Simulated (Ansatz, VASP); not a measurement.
**GaCo: VASP beside Ansatz**

INCAR

```
ALGO     = Normal         # electronic algorithm
EDIFF    = 1E-7           # SCF threshold, eV
ENCUT    = 520            # plane-wave cutoff, eV
GGA      = PS             # functional
ISIF     = 2              # what is computed and relaxed
ISMEAR   = 0              # smearing method
LASPH    = T              # aspherical terms in the spheres
LCHARG   = T              # write CHGCAR
LELF     = T              # ELF
LREAL    = F              # projectors in reciprocal space
LVHAR    = T            
LWAVE    = F              # write WAVECAR
NBANDS   = 18             # bands
NELM     = 60             # most SCF steps
PREC     = Accurate       # precision mode
SIGMA    = 0.15           # smearing width, eV
```

File KPOINTS:

```
k-points
0
Gamma
  16 16 16
```

File POSCAR:

```
GaCo
1.0
    2.6524520000      0.0000000000      0.0000000000
    0.0000000000      2.6524520000      0.0000000000
    0.0000000000      0.0000000000      2.6524520000
Ga Co
1 1
Direct
    0.5000000000      0.5000000000      0.5000000000
    0.0000000000      0.0000000000      0.0000000000
```

Input for Ansatz:

```yaml
crystal:
  lattice:
    - [2.652452, 0.0, 0.0]
    - [0.0, 2.652452, 0.0]
    - [0.0, 0.0, 2.652452]
  atoms:
    - { symbol: Ga, position: [0.5, 0.5, 0.5] }
    - { symbol: Co, position: [0.0, 0.0, 0.0] }
basis:
  ecutwfc: 420
kpoints:
  mp_grid: { grid: [16, 16, 16] }
hamiltonian:
  xc: pbesol
scf:
  occupations: { method: gaussian, width: 0.15 }
output:
  forces: true
  stress: true
  eigenvalues: true
```

Change from the starting cell: strain -0.080 along x and y, -0.080 along z, atoms carried along.

Alike in both runs: task single point; functional PBEsol; k mesh 16 × 16 × 16; occupations gaussian, width 0.15 eV; no spin polarisation.

|  | VASP | Ansatz |
| --- | --- | --- |
| version | VASP 6.6.1 | Ansatz 0.2.0 |
| potentials or method | VASP PAW PBE potentials, release 64 (Ga_d, Co) | scalar-relativistic, plane waves, PAW |
| plane-wave cutoff (eV) | 520 | 420 |
| valence electrons in the cell | 22 | 30 |

Ansatz gave:

- gap on the k mesh at the Fermi level (eV): none
- pressure (GPa): 66.2

Problem. Estimate VASP's values.

Solution. gap on the k mesh at the Fermi level (eV): none; pressure (GPa): 66.9.

A gap of «none» marks a metal or a gap that the smearing closes. With one functional, cell and mesh, what is left measures potentials, basis and numerics. The two sets of potentials don't hold the same shells in valence.

Caveats: the cell as given lies far from equilibrium; so large a pressure means that the cell lies far from this level's equilibrium, or that cutoff or potentials fall short (VASP); the potentials were made for another functional, which shifts forces and pressure (VASP). Spin polarisation is off, so any magnetic state and its effect on volume and gap are missing.
